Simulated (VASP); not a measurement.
# FeO (I4/mmm) in VASP: further runs

Runs on FeO. Level: PBE. Tasks: single point.

Program: VASP 6.6.1. These are calculated values, not measurements. Logs are shortened: lines on timing, memory, paths and dates and some standing lists are left out, and cuts for length are marked.

### Step 1. The crystal as given

It takes space group I4/mmm (No. 139, tetragonal). The conventional cell has a = 3.204 Å, b = 3.204 Å, c = 4.167 Å, α = 90.00°, β = 90.00°, γ = 90.00°. Around Fe (site symmetry 4/mmm) lie 6 O at 2.08 to 2.27 Å. O (site symmetry 4/mmm) has 6 Fe at 2.08 to 2.27 Å as nearest neighbours.

The cell comes from a database or a generator and needn't be the stable form of this composition.

### Step 2. Single point, PBE, collinear spin, ferromagnetic start

INCAR reads:

```
SYSTEM = FeO
PREC     = Accurate       ! precision mode
ENCUT    = 250            ! plane-wave cutoff, eV
EDIFF    = 1E-6           ! SCF threshold, eV
ISMEAR   = 0              ! smearing method
SIGMA    = 0.05           ! smearing width, eV
LREAL    = .FALSE.        ! projectors in reciprocal space
LASPH    = .TRUE.         ! aspherical terms in the spheres
NELM     = 100            ! most SCF steps
ALGO     = Normal         ! electronic algorithm
ISIF     = 2              ! what is computed and relaxed
LWAVE    = .FALSE.        ! write WAVECAR
LCHARG   = .FALSE.        ! write CHGCAR
ISPIN    = 2              ! spin polarisation
MAGMOM   = 3 0            ! initial moments
LORBIT   = 11             ! projections on sites
LMAXMIX  = 4              ! l up to which the mixer works
GGA      = PE             ! functional
ADDGRID  = .FALSE.
```

KPOINTS reads:

```
Automatic mesh
0
G
  6 6 6
  0 0 0
```

POSCAR reads:

```
FeO
1.0
   -1.6021034130      1.6021034130      2.0833922500
    1.6021034130     -1.6021034130      2.0833922500
    1.6021034130      1.6021034130     -2.0833922500
Fe O
1 1
Direct
    0.0000000000      0.0000000000      0.0000000000
    0.5000000000      0.5000000000      0.0000000000
```

Potentials or basis: VASP PAW PBE potentials, release 64 (Fe, O).

Started as:

```bash
$ cat potpaw_PBE.64/Fe/POTCAR potpaw_PBE.64/O/POTCAR > POTCAR
$ mpirun -np 1 vasp_std > vasp.out
```

OUTCAR:

```text
SYSTEM = FeO
   PREC = Accurate
   ENCUT = 250
   EDIFF = 1E-6
   ISMEAR = 0
   LREAL = .FALSE.
   LASPH = .TRUE.
   NELM = 100
   ISIF = 2
   ISPIN = 2
   LORBIT = 11
   GGA = PE

 Found     30 irreducible k-points:

 Following reciprocal coordinates:
            Coordinates               Weight
  0.000000  0.000000  0.000000      1.000000
  0.166667  0.000000 -0.000000      8.000000
  0.333333 -0.000000  0.000000      8.000000
  0.500000  0.000000 -0.000000      4.000000
  0.166667  0.166667  0.000000      8.000000
  0.333333  0.166667  0.000000     16.000000
   k-points           NKPTS =     30   k-points in BZ     NKDIM =     30   number of bands    NBANDS=     13
   number of dos      NEDOS =    301   number of ions     NIONS =      2
   total plane-waves  NPLWV =   4096
   dimension x,y,z NGX =    16 NGY =   16 NGZ =   16
   dimension x,y,z NGXF=    32 NGYF=   32 NGZF=   32
   ions per type =               1   1
   NGX,Y,Z   is equivalent  to a cutoff of   8.64,  8.64,  8.64 a.u.
   NGXF,Y,Z  is equivalent  to a cutoff of  17.28, 17.28, 17.28 a.u.
 SYSTEM =  FeO
   PREC   = accura    normal or accurate (medium, high low for compatibility)
   ISTART =      0    job   : 0-new  1-cont  2-samecut
   ICHARG =      2    charge: 1-file 2-atom 10-const
   ISPIN  =      2    spin polarized calculation?
   LNONCOLLINEAR =      F non collinear calculations
   LSORBIT =      F    spin-orbit coupling
   LASPH  =      T    aspherical Exc in radial PAW
   ENCUT  =  250.0 eV  18.37 Ry    4.29 a.u.   3.97  3.97  3.97*2*pi/ulx,y,z
   NELM   =    100;   NELMIN=  2; NELMDL= -5     # of ELM steps
   EDIFF  = 0.1E-05   stopping-criterion for ELM
   LREAL  =      F    real-space projection
   EDIFFG = 0.1E-04   stopping-criterion for IOM
   NSW    =      0    number of steps for IOM
   IBRION =     -1    ionic relax: 0-MD 1-quasi-New 2-CG
   NFREE  =      0    steps in history (QN), initial steepest desc. (CG)
   ISIF   =      2    stress and relaxation
   ISYM   =      2    0-nonsym 1-usesym 2-fastsym
   POTIM  = 0.5000    time-step for ionic-motion
   TEBEG  =    0.0;   TEEND  =   0.0 temperature during run
   PSTRESS=    0.0 pullay stress
   NELECT =      14.0000    total number of electrons
   NUPDOWN=      -1.0000    fix difference up-down
   EMIN   =  10.00;   EMAX   =-10.00  energy-range for DOS
   EFERMI =   0.00;   METHOD = LEGACY
   ISMEAR =     0;   SIGMA  =   0.05  broadening in eV -4-tet -1-fermi 0-gaus
   EFERMI_NEDOS =   21; number of points for ismear=-14 and -15
   IALGO  =     38    algorithm
   IMIX   =      4    mixing-type and parameters
     AMIX     =   0.40;   BMIX     =  1.00
     AMIX_MAG =   1.60;   BMIX_MAG =  1.00
  volume/ion in A,a.u.               =      10.70        72.17
  Fermi-wavevector in a.u.,A,eV,Ry     =   1.421391  2.686039 27.488551  2.020352
  Thomas-Fermi vector in A             =   2.542205
   LORBIT       =     11    0 simple, 1 ext, 2 COOP (PROOUT), +10 PAW based schemes
   GGA     = PE    functional components
   LHFCALC =     F    Hartree Fock is set to
   AEXX    =    0.0000 exact exchange contribution
   IVDW    =     0    specifies the selected vdW correction
   LEPSILON=     F    determine dielectric tensor
   LRPA    =     F    only Hartree local field effects (RPA)
 spin polarized calculation
 Gauss-broadening in eV      SIGMA  =   0.05
  energy-cutoff  :      250.00
  volume of cell :       21.39
 maximum number of plane-waves:       206
   NGX =  7   NGY =  7   NGZ =  7

 number of electron      13.9999997 magnetization       4.0092855

 Free energy of the ion-electron system (eV)
  ---------------------------------------------------
  ext. energy  EPLUGINS =         0.00000000
  ---------------------------------------------------
  free energy    TOTEN  =       -15.10910118 eV

  energy without entropy =      -15.10564284  energy(sigma->0) =      -15.10737201

 E-fermi :   5.4821     XC(G=0): -11.7911

 val. band max:        5.4723558543   @ k =  -0.3333   0.5000   0.1667
 cond. band min:       5.4890493501   @ k =   0.3333  -0.0000   0.0000
 fundamental gap:      0.0166934958
 Fermi energy:         5.4821005814

 spin component 1

 k-point     1 :       0.0000    0.0000    0.0000
  band No.  band energies     occupation
      1     -15.1465      1.00000
      2       1.5712      1.00000
      3       1.5712      1.00000
      4       1.7104      1.00000
      5       1.7804      1.00000
      6       1.8368      1.00000
      7       1.9168      1.00000
      8       2.1530      1.00000
      9       2.1530      1.00000
     10       5.2144      1.00000
     11      20.8504      0.00000
     12      22.1687      0.00000
     13      22.1687      0.00000

 k-point     2 :       0.1667    0.0000   -0.0000
  band No.  band energies     occupation
      1     -14.9423      1.00000
      2      -0.0571      1.00000
      3       0.4222      1.00000
      4       0.5340      1.00000
      5       1.7875      1.00000
      6       1.9324      1.00000
      7       2.2014      1.00000
      8       3.3002      1.00000
      9       3.4742      1.00000
     10       6.8091      0.00000
     11      17.5090      0.00000
     12      20.2925      0.00000
     13      21.5936      0.00000

 k-point     3 :       0.3333   -0.0000    0.0000
  band No.  band energies     occupation
      1     -14.4742      1.00000
      2      -2.0454      1.00000
      3      -0.5514      1.00000
      4      -0.4217      1.00000
      5       2.1953      1.00000
      6       2.2138      1.00000
      7       2.6341      1.00000
      8       4.2936      1.00000
      9       4.7840      1.00000
     10       8.7742      0.00000
     11      14.4334      0.00000
     12      17.7545      0.00000
     13      19.6757      0.00000

 k-point     4 :       0.5000    0.0000   -0.0000
  band No.  band energies     occupation
      1     -14.2249      1.00000
      2      -2.8733      1.00000
      3      -0.9309      1.00000
      4      -0.7900      1.00000
      5       2.3503      1.00000
      6       2.4048      1.00000
      7       2.9397      1.00000
      8       4.6541      1.00000
      9       5.2966      1.00000
     10       9.3188      0.00000
     11      13.4925      0.00000
     12      16.7562      0.00000
     13      18.7053      0.00000

 k-point     5 :       0.1667    0.1667    0.0000
  band No.  band energies     occupation
      1     -14.6345      1.00000
      2      -1.4176      1.00000
      3      -0.3725      1.00000
      4       0.1733      1.00000
      5       2.0130      1.00000
      6       2.0618      1.00000
      7       2.6734      1.00000
      8       2.9829      1.00000
      9       4.6401      1.00000
     10       8.6044      0.00000
     11      15.8220      0.00000
     12      17.1847      0.00000
     13      20.9947      0.00000

 k-point     6 :       0.3333    0.1667    0.0000
  band No.  band energies     occupation
      1     -14.2645      1.00000
      2      -2.3458      1.00000
      3      -0.8098      1.00000
      4      -0.6182      1.00000
      5       2.2471      1.00000
      6       2.2988      1.00000
      7       2.8767      1.00000
      8       3.5751      1.00000
      9       5.1206      1.00000
     10      10.3751      0.00000
     11      13.8421      0.00000
     12      15.6430      0.00000
     13      19.1444      0.00000

 [... further k-points ...]

 spin component 2

 k-point     1 :       0.0000    0.0000    0.0000
  band No.  band energies     occupation
      1     -14.6352      1.00000
      2       2.2229      1.00000
      3       2.6879      1.00000
      4       2.6879      1.00000
      5       4.7654      1.00000
      6       4.7654      1.00000
      7       5.0186      1.00000
      8       5.1879      1.00000
      9       5.5955      0.00067
     10       6.5089      0.00000
     11      20.8357      0.00000
     12      22.9688      0.00000
     13      23.0730      0.00000

 k-point     2 :       0.1667    0.0000   -0.0000
  band No.  band energies     occupation
      1     -14.4282      1.00000
      2       0.7306      1.00000
      3       1.7308      1.00000
      4       1.9703      1.00000
      5       5.0455      1.00000
      6       5.1052      1.00000
      7       5.1597      1.00000
      8       6.2704      0.00000
      9       6.2991      0.00000
     10       7.8072      0.00000
     11      18.2319      0.00000
     12      21.3938      0.00000
     13      22.4898      0.00000

 k-point     3 :       0.3333   -0.0000    0.0000
  band No.  band energies     occupation
      1     -13.9546      1.00000
      2      -1.2954      1.00000
      3       0.9012      1.00000
      4       1.0612      1.00000
      5       5.4890      0.42209
      6       5.6372      0.00001
      7       5.6902      0.00000
      8       7.2905      0.00000
      9       7.6722      0.00000
     10       9.5653      0.00000
     11      15.3802      0.00000
     12      18.7535      0.00000
     13      20.6058      0.00000

 k-point     4 :       0.5000    0.0000   -0.0000
  band No.  band energies     occupation
      1     -13.7020      1.00000
      2      -2.1414      1.00000
      3       0.5323      1.00000
      4       0.6824      1.00000
      5       5.6825      0.00000
      6       5.9855      0.00000
      7       6.0819      0.00000
      8       7.7282      0.00000
      9       8.3131      0.00000
     10       9.8246      0.00000
     11      14.5944      0.00000
     12      17.6556      0.00000
     13      19.5752      0.00000

 k-point     5 :       0.1667    0.1667    0.0000
  band No.  band energies     occupation
      1     -14.1161      1.00000
      2      -0.5838      1.00000
      3       1.1196      1.00000
      4       1.2916      1.00000
      5       5.2084      1.00000
      6       5.5570      0.01703
      7       5.7527      0.00000
      8       5.8803      0.00000
      9       7.5065      0.00000
     10       9.6195      0.00000
     11      16.6022      0.00000
     12      18.2764      0.00000
     13      22.1704      0.00000

 k-point     6 :       0.3333    0.1667    0.0000
  band No.  band energies     occupation
      1     -13.7379      1.00000
      2      -1.5704      1.00000
      3       0.4680      1.00000
      4       0.6752      1.00000
      5       5.5011      0.29559
      6       5.8723      0.00000
      7       6.0328      0.00000
      8       6.6975      0.00000
      9       8.1510      0.00000
     10      11.1643      0.00000
     11      14.8319      0.00000
     12      16.6123      0.00000
     13      20.1413      0.00000

 [... further k-points ...]

------------------------ aborting loop because EDIFF is reached ----------------------------------------

  FORCE on cell =-STRESS in cart. coord.  units (eV):
  Direction    XX          YY          ZZ          XY          YZ          ZX
  --------------------------------------------------------------------------------------
  -------------------------------------------------------------------------------------
  Total      -12.4637531    -12.4637531    -11.6817720      0.0000000      0.0000000      0.0000000
  in kB     -933.5708697   -933.5708697   -874.9982398      0.0000000      0.0000000      0.0000000
  external PRESSURE =    -914.0466598 kB  Pullay stress =       0.0000000 kB

 VOLUME and BASIS-vectors are now :
 -----------------------------------------------------------------------------
  energy-cutoff  :      250.00
  volume of cell :       21.39
      direct lattice vectors                 reciprocal lattice vectors
    -1.602103413  1.602103413  2.083392250     0.000000000  0.312089717  0.239993213
     1.602103413 -1.602103413  2.083392250     0.312089717  0.000000000  0.239993213
     1.602103413  1.602103413 -2.083392250     0.312089717  0.312089717  0.000000000

 POSITION                                       TOTAL-FORCE (eV/Angst)
 -----------------------------------------------------------------------------------
      0.00000      0.00000      0.00000        -0.000000      0.000000     -0.000000
      0.00000      0.00000      2.08339         0.000000     -0.000000      0.000000
 -----------------------------------------------------------------------------------
    total drift:                               -0.000000     -0.000000      0.000000

  FREE ENERGIE OF THE ION-ELECTRON SYSTEM (eV)
  ---------------------------------------------------
  free  energy   TOTEN  =       -15.1091011831 eV

  energy  without entropy=      -15.1056428371  energy(sigma->0) =      -15.10737201

 total charge

# of ion       s       p       d       tot
------------------------------------------
    1        0.278   0.326   6.077   6.681
    2        1.746   3.528   0.000   5.275
--------------------------------------------------
tot          2.024   3.854   6.077  11.955

 magnetization (x)

# of ion       s       p       d       tot
------------------------------------------
    1        0.032   0.021   3.584   3.637
    2        0.029   0.269   0.000   0.298
--------------------------------------------------
tot          0.061   0.290   3.584   3.935
```

Wall time 8.3 s (1 thread of Intel Xeon Platinum 8488C (Sapphire Rapids), shared host); peak memory 0.11 GiB.

The run converged, but a check on its numbers failed (symmetry, net force, bounds or a known fault of this set-up), so they aren't taken as properties of the crystal.

Caveat: the k mesh is coarse (spacing up to 0.46 Å⁻¹), so the values aren't converged; the cutoff lies under the usual one of these potentials, so the numbers hold a large basis-set error; a pressure of tens of GPa on the cell as given is suspect, and the run, the potentials or the cell itself is likely at fault; a cell with one magnetic atom can't hold antiferromagnetic order, which such compounds often take; semilocal functionals often make such compounds metallic where correlation or magnetic order opens a gap, which also shifts bond lengths.

[end of part 1 of 2]
